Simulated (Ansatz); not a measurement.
# MoSe2 (P6_3/mmc) in Ansatz: single point with PBE

Aim: the single point of MoSe2 with PBE.

Program: Ansatz 0.2.0. These are calculated values, not measurements. Logs are shortened: lines on timing, memory, paths and dates and some standing lists are left out, and cuts for length are marked.

## (1) The crystal as given

The structure is hexagonal, space group P6_3/mmc (No. 194). The conventional cell has a = 3.288 Å, b = 3.288 Å, c = 12.900 Å, α = 90.00°, β = 90.00°, γ = 120.00°. Mo (site symmetry -6m2) is surrounded by 6 Se at 2.49 Å. Se (site symmetry 3m) is surrounded by 3 Mo at 2.49 Å.

## (2) Single point, PBE

input.yaml reads:

```yaml
crystal:
  lattice:
    - [3.288, 0.0, 0.0]
    - [-1.644, 2.8474915276, 0.0]
    - [0.0, 0.0, 12.9]
  atoms:
    - { symbol: Mo, position: [0.6666666667, 0.3333333333, 0.75] }
    - { symbol: Mo, position: [0.3333333333, 0.6666666667, 0.25] }
    - { symbol: Se, position: [0.6666666667, 0.3333333333, 0.375] }
    - { symbol: Se, position: [0.3333333333, 0.6666666667, 0.875] }
    - { symbol: Se, position: [0.6666666667, 0.3333333333, 0.125] }
    - { symbol: Se, position: [0.3333333333, 0.6666666667, 0.625] }
hamiltonian:
  xc: pbe
  pseudopotentials: { kind: paw }
kpoints:
  mp_grid: { grid: [9, 9, 2] }
scf:
  occupations: { method: gaussian, width: 0.015 }
output:
  forces: true
  stress: true
  eigenvalues: true
```

Potentials or basis: Ansatz PAW.

Started as:

```sh
ansatz run input.yaml --threads 2 --pin off --max-ram 5632MiB --backend cpu --events-out ev --progress --plain --runs-dir out
```

Output:

```text
Warning: RAYON_NUM_THREADS=2 ignored (pool sized by the plan → 2); use --threads N
Engine: ansatz 0.2.0, x86_64-unknown-linux-gnu
Pseudopotentials: kind: paw
Pseudopotential: Mo, paw, valence charge 14, recommended cutoff 420 eV (normal), Mo.paw.azcp
Pseudopotential: Se, paw, valence charge 16, recommended cutoff 420 eV (normal), Se.paw.azcp
Functional definition: PBE
  parameter kappa = 0.804
  parameter beta = 0.06672455060314922
  exchange = pbe_x(kappa = kappa, mu = beta*pi^2/3)
  correlation = pbe_c(beta = beta)
Crystal: 6 atoms, lattice volume = 120.777 Å³
Basis set: ecut = 420 eV, 2395 PW (Γ), exchange–correlation on 48×48×180 points (8 copies of the dense FFT grid, shifted against one another)
Bands: 56, of which v1, the nominal top of the filled ones, is band 46 counted from 1 (45 counted from 0)
Symmetry: 24 space group operations
Space group: P63/mmc (ITA 194), of the structure as read, at distance tolerance 4.9e-5 Å
k-points: 24 of 162
Non-local potential: Mo, projectors of the file, l = 0: 3, l = 1: 2, l = 2: 2, l = 3: 1
Non-local potential: Se, projectors of the file, l = 0: 2, l = 1: 2, l = 2: 3, l = 3: 1
PAW form: soft (Blöchl's): semilocal exchange-correlation on the pseudo side does not see the compensation charge
PAW one-centre angular grid: Mo, 590 points (default); XC on 64 Gauss nodes
PAW one-centre angular grid: Se, 590 points (default); XC on 64 Gauss nodes
Initial density: superposition of atomic densities (neutral atoms: chi_scale 0, normalization atom), corrected by the library's trained network
Initial wavefunctions: pseudopotential atomic-orbital guess
Functional: x = pbe(κ = 0.804, μ = 0.2195149727645171), c = pbe(β = 0.06672455060314922)
SCF iter   1: F=—  HF=-31792.206292 eV  |F-HF|=—  |Δ(HF+E_count)|=         —  Δρ=4.89e-3  dr2=7.76e-3  ethr=1.77e-3  ⟨swp⟩=6.5  Hψ=4778  notcnv=0
preconditioner: auto → Resta (q_TF=auto, 2.607 Å⁻¹)  ε∞=6.3  [insulator: Δε(μ)=0.895 eV  Ē_g=8.801 eV  σ=0.015 eV  W_gap=1.00  n_scr=40 (ndim 8)  ℏωp=20.3 eV  f_vac=0.059  D(μ)=0.00/eV (n_scr^D=0)  ε∞_Penn≈6.3]
SCF iter   2: F=—  HF=-31792.215251 eV  |F-HF|=—  |Δ(HF+E_count)|=   8.96e-3  Δρ=2.81e-3  dr2=2.42e-3  ethr=8.44e-6  ⟨swp⟩=2.0  Hψ=2237  notcnv=0  defer=47
SCF iter   3: F=—  HF=-31792.219310 eV  |F-HF|=—  |Δ(HF+E_count)|=   4.06e-3  Δρ=9.53e-4  dr2=1.72e-3  ethr=2.63e-6  ⟨swp⟩=2.1  Hψ=1998  notcnv=0  defer=23
automatic band count: iteration 3 solves 55 bands in place of 56: the levels show a gap, and the empty bands left out lie too high to hold charge; the band table lists the bands solved (type scf.n_extra_bands for more)
SCF iter   4: F=—  HF=-31792.219296 eV  |F-HF|=—  |Δ(HF+E_count)|=   1.40e-5  Δρ=1.12e-4  dr2=9.17e-6  ethr=1.86e-6  ⟨swp⟩=2.2  Hψ=1730  notcnv=0  defer=23
SCF iter   5: F=—  HF=-31792.219287 eV  |F-HF|=—  |Δ(HF+E_count)|=   9.06e-6  Δρ=3.36e-5  dr2=1.61e-6  ethr=9.97e-9  ⟨swp⟩=2.1  Hψ=2300  notcnv=0  defer=23
SCF iter   6: F=—  HF=-31792.219288 eV  |F-HF|=—  |Δ(HF+E_count)|=   1.17e-6  Δρ=9.22e-6  dr2=2.60e-7  ethr=1.75e-9  ⟨swp⟩=2.0  Hψ=1720  notcnv=0  defer=23
SCF iter   7: F=-31792.219288 eV  HF=-31792.219288 eV  |F-HF|=2.42e-8  |Δ(HF+E_count)|=   9.65e-8  Δρ=2.99e-6  dr2=2.21e-8  ethr=1.09e-10  ⟨swp⟩=8.2  Hψ=5154  notcnv=0
SCF 1 converged in 7 iterations: F = -31792.219288 eV  dr2 = 2.21e-8
SCF converged after 7 iterations
Free energy (F): -31792.219288 eV
Harris-Foulkes:  -31792.219288 eV  (|F-HF|=2.42e-8)
Internal energy: -31792.219288 eV  (E = F + TS)
E sigma→0 (E₀):  -31792.219288 eV
Fermi energy:    13.031136 eV
--- Per-component energies (eV) ---
  E_band       = -1628.653054
  E_kinetic    = 1365.638548
  E_local      = -12145.328293  (includes V_loc(G=0)·N_el)
  E_nonlocal   = -2095.764327
  E_hartree    = 5758.085756
  E_xc         = -788.295276
  E_vxc        = -856.830536  (∫ρ·V_xc dr)
  E_paw        = -14048.186993  (= ΣΔE_a)
  E_vpaw       = 587.477616  (= ΣTr[D̂ρ^β])
  E_aug_tail   = -0.002290  (compensation charges beyond the density's cutoff)
  E_ewald      = -9838.366413
  E_smearing   = -0.000000  (= −TS)
  E_closure    = -0.000000  (closes the sum)
  Σ components = -31792.219288   (vs F -31792.219288, Δ=0.00e0)
--- Forces (eV/Å), atoms counted from 1 ---
  atom   1  Mo     0.00000000     0.00000000     0.00000000
  atom   2  Mo    -0.00000000     0.00000000    -0.00000000
  atom   3  Se     0.00000000    -0.00000000     1.10240065
  atom   4  Se     0.00000000     0.00000000     1.10240065
  atom   5  Se     0.00000000    -0.00000000    -1.10240065
  atom   6  Se     0.00000000     0.00000000    -1.10240065
  max |Σ_I F_I| component: 2.22e-16 eV/Å
--- Stress (GPa, compression-positive) ---
        6.226825      -0.000000      -0.000000
       -0.000000       6.226825      -0.000000
       -0.000000       0.000000      11.651855
  P = ⅓ Tr σ = 8.0352 GPa (80.352 kbar)
--- Band table (eV; the first three rows and the last of 24) ---
  k-point 0: bands = ["-48.6999", "-48.6999", "-35.3231", "-35.3231", "-35.3231", "-35.3231", "-35.3225", "-35.3225", "-35.3225", "-35.3225", "-35.2820", "-35.2820", "-35.2818", "-35.2818", "-35.2806", "-35.2806", "-35.2804", "-35.2804", "-35.2656", "-35.2654", "-35.2624", "-35.2621", "-22.8761", "-22.8761", "-22.6986", "-22.6986", "-22.6986", "-22.6986", "-2.4974", "-2.2650", "-1.3879", "-1.0165", "5.9268", "6.9428", "9.2793", "9.6527", "9.6527", "9.6654", "9.6654", "10.7185", "10.7185", "10.7573", "10.7573", "11.5061", "11.7089", "12.5873", "14.9952", "14.9952", "15.0458", "15.0458", "15.2805", "15.2805", "15.4553", "15.4553", "17.7652"]
  k-point 1: bands = ["-48.6999", "-48.6999", "-35.3231", "-35.3231", "-35.3231", "-35.3231", "-35.3225", "-35.3225", "-35.3225", "-35.3225", "-35.2819", "-35.2819", "-35.2819", "-35.2819", "-35.2805", "-35.2805", "-35.2805", "-35.2805", "-35.2655", "-35.2655", "-35.2622", "-35.2622", "-22.8761", "-22.8761", "-22.6986", "-22.6986", "-22.6986", "-22.6986", "-2.3975", "-2.3975", "-1.1876", "-1.1876", "6.3505", "6.3505", "9.6589", "9.6589", "9.6589", "9.6589", "10.2259", "10.2259", "10.7379", "10.7379", "10.7379", "10.7379", "12.3914", "12.3914", "15.0125", "15.0125", "15.0125", "15.0125", "15.3755", "15.3755", "15.3755", "15.3755", "17.9897"]
  k-point 2: bands = ["-48.6971", "-48.6971", "-35.3230", "-35.3229", "-35.3226", "-35.3226", "-35.3225", "-35.3225", "-35.3220", "-35.3220", "-35.2821", "-35.2820", "-35.2819", "-35.2818", "-35.2809", "-35.2807", "-35.2806", "-35.2804", "-35.2654", "-35.2652", "-35.2621", "-35.2619", "-22.8685", "-22.8685", "-22.7319", "-22.7319", "-22.7060", "-22.7060", "-2.3235", "-2.0942", "-1.2932", "-0.9392", "6.1305", "7.1396", "8.9958", "9.2334", "9.2634", "9.8235", "9.8453", "10.1043", "10.4425", "10.4899", "10.8340", "11.5157", "11.8901", "12.2764", "14.6331", "14.6936", "14.7364", "14.9605", "14.9959", "15.2081", "15.2343", "15.3485", "18.6583"]
  k-point 23: bands = ["-48.6721", "-48.6721", "-35.3210", "-35.3210", "-35.3200", "-35.3200", "-35.3198", "-35.3198", "-35.3195", "-35.3195", "-35.2838", "-35.2838", "-35.2825", "-35.2825", "-35.2817", "-35.2817", "-35.2810", "-35.2810", "-35.2632", "-35.2632", "-35.2597", "-35.2597", "-22.9127", "-22.9127", "-22.8712", "-22.8712", "-22.8032", "-22.8032", "-0.2948", "-0.2948", "-0.1511", "-0.1511", "6.7763", "6.7763", "7.3689", "7.3689", "7.9259", "7.9259", "8.3365", "8.3365", "9.2526", "9.2526", "9.9793", "9.9793", "12.0020", "12.0020", "13.4771", "13.4771", "14.7971", "14.7971", "15.3087", "15.3087", "16.5706", "16.5706", "18.7749"]
```

Wall time 8.1 s (2 threads of Intel Xeon at 2.50GHz (Skylake/Cascade Lake), shared host); peak memory 0.5 GiB.

What came out:

```yaml
Free_energy: -31792.2193 eV
Pressure: 8.0 GPa
Largest_force: 1.102 eV/Å
Band_gap_on_the_k_mesh: 0.89 eV, indirect (least direct gap 1.38 eV)
```

Forces on the atoms (eV/Å):
```
Mo   0.000  0.000  0.000
Mo   0.000  0.000  0.000
Se   0.000  0.000  1.102
Se   0.000  0.000  1.102
Se   0.000  0.000 -1.102
Se   0.000  0.000 -1.102
```

Levels at points of the mesh, in eV from the valence-band top:
| k point | band 42 | band 43 | band 44 | band 45 | band 46 | band 47 | band 48 | band 49 | band 50 | band 51 |
| --- | --- | --- | --- | --- | --- | --- | --- | --- | --- | --- |
| (0.00, 0.00, 0.00) | -1.83 | -1.83 | -1.08 | -0.88 | 0.00 | 2.41 | 2.41 | 2.46 | 2.46 | 2.69 |
| (0.00, 0.00, -0.50) | -1.85 | -1.85 | -1.85 | -0.20 | -0.20 | 2.43 | 2.43 | 2.43 | 2.43 | 2.79 |

Caveat: odd divisions of the mesh miss points on the zone boundary, where band edges often lie, so the gap on the mesh can be too wide; the cell's inner coordinates are idealised or old, which leaves forces on the atoms; this functional lacks dispersion, which binds the layers, so the pressure and a relaxed spacing across them are unreliable.
